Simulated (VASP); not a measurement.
Wanted: the native input for a VASP 6.6.1 run.

| Quantity | Value |
| --- | --- |
| Task | single point |
| Functional | PBE |
| Potentials or basis | VASP PAW PBE potentials, release 64 (C, O) |
| Cutoff | 520 eV |
| k mesh | 2 × 2 × 1 |
| Occupations | fermi-dirac, width 0.02 eV |
| Spin | collinear spin, zero start |
| Starting moments | [0.0, 0.0, 0.0, 0.0, 0.0, 0.0, 0.0, 0.0, 0.0, 0.0, 0.0, 0.0, 0.0, 0.0, 0.0, 0.0, 0.0, 0.0, 0.0] μB |
| Dipole correction | no |
| Further INCAR settings | LREAL = Auto; ALGO = Fast; EDIFF = 1e-06; NBANDS = 58 |

The structure of C18O lies in POSCAR:

```
C18O
1.0
    7.3980000000      0.0000000000      0.0000000000
   -3.6990000000      6.4068560000      0.0000000000
    0.0000000000      0.0000000000     11.0000000000
C O
18 1
Direct
   -0.0047427267     -0.0162170025      0.0816545455
    0.2227457033      0.1024527475      0.0931727273
    0.0094253810      0.3309891778      0.0895727273
    0.2296118386      0.4423542530      0.0977818182
    0.0071113279      0.6625870786      0.0842000000
    0.2142027714      0.7655236828      0.0780909091
    0.3339541123     -0.0013267038      0.0857090909
    0.5528880442      0.0985038527      0.0783727273
    0.3326380373      0.3226699648      0.1247181818
    0.5581575721      0.4313191993      0.1055454545
    0.3319497465      0.6572490470      0.0784909091
    0.5610326312      0.7701593418      0.0790000000
    0.6737186653     -0.0022788088      0.0803000000
    0.8915344150      0.1020469322      0.0872818182
    0.6681633527      0.3215929935      0.0806000000
    0.8885340078      0.4319747471      0.0861545455
    0.6675642988      0.6528631204      0.0786545455
    0.8889244791      0.7679273578      0.0730090909
    0.4579029011      0.3865546533      0.2331181818
```

The cell was built by a generator and needn't be a form met in nature.

These files were run (other wordings do the same):

INCAR

```
PREC = Accurate ; ENCUT = 520
EDIFF = 1E-6 ; ISMEAR = -1
SIGMA = 0.02 ; LREAL = Auto
LASPH = T ; NELM = 150
ALGO = Fast ; ISIF = 2
LWAVE = F ; LCHARG = F
ISPIN = 2 ; MAGMOM = 0 0 0 0 0 0 0 0 0 0 0 0 0 0 0 0 0 0 0
LORBIT = 11 ; GGA = PE
NBANDS = 58
```

KPOINTS

```
regular mesh
0
Gamma
  2 2 1
```

Potentials or basis: VASP PAW PBE potentials, release 64 (C, O).

Run with:

```sh
$ cat potpaw_PBE.64/C/POTCAR potpaw_PBE.64/O/POTCAR > POTCAR
$ mpirun -np 1 vasp_std > vasp.out
```

Results of the run:

* Largest force: 4.477 eV/Å
* Band gap on the k mesh: 0.18 eV, direct
* Net moment: 0.00 μB per cell
* Valence electrons inside the program's atomic spheres: C 2.65, 2.62, 2.67, 2.69, 2.60, 2.58, 2.64, 2.63; O 4.99

Caveat: the k mesh is coarse (spacing up to 0.49 Å⁻¹), so the values aren't converged.

Wall time 10 min on 1 thread of Intel(R) Xeon(R) Platinum 8488C (Sapphire Rapids), on a shared host, peak memory 0.81 GiB.
